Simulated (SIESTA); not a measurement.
The system is Ag.

```
Ag
1.0
     0.00000    2.04275    2.04275
     2.04275    0.00000    2.04275
     2.04275    2.04275    0.00000
Ag
1
Cartesian
  0.0000 0.0000 0.0000
```

```yaml
Program: SIESTA 5.4.2
Task: relaxation of cell and atoms
Functional: vdW-DF2
Potentials_or_basis: PseudoDojo 0.4 standard (PBE files)
Basis: DZP (energy shift 0.002 Ry)
Grid_cutoff: 800 Ry
Energy_shift: 0.002 Ry
k_mesh: 11 × 11 × 11
Occupations: fermi-dirac, width 0.05 eV
Spin: no spin polarisation
```

At the start: pressure 17.5 GPa; volume 17.05 Å³/atom.

How do energy, volume and symmetry change on relaxing?

Over 6 steps the energy falls by 140.1 meV/atom and the volume is 20.05 Å³/atom (+17.6 %); space group Fm-3m (No. 225, to 0.05 Å).

The path:
| step | energy change (eV) | largest force (eV/Å) | pressure (GPa) | volume (Å³) |
| --- | --- | --- | --- | --- |
| 1 | 0.0000 | 0.0000 | 17.54 | 17.05 |
| 2 | -0.0562 | 0.0000 | 12.76 | 17.65 |
| 3 | -0.1141 | 0.0000 | 6.31 | 18.63 |
| 4 | -0.1390 | 0.0000 | 1.09 | 19.74 |
| 5 | -0.1327 | 0.0000 | -2.71 | 20.89 |
| 6 | -0.1401 | 0.0000 | -0.02 | 20.05 |

Final structure:
```xyz
1
Lattice="0.0000 2.1562 2.1562 2.1562 0.0000 2.1562 2.1562 2.1562 0.0000" Properties=species:S:1:pos:R:3 pbc="T T T"
Ag    0.0000    0.0000    0.0000
```

Caveat: semicore shells carry a single zeta, which can move pressures by several GPa and volumes by a few percent; the volume moved by over 15 % at a fixed basis, so the end points are rough; the potentials were made for another functional, which shifts forces and pressure; the volume moved by +18 % from the deposited cell, more than functionals usually miss; the basis of atomic orbitals isn't converged, which shifts pressures, moduli and gaps.
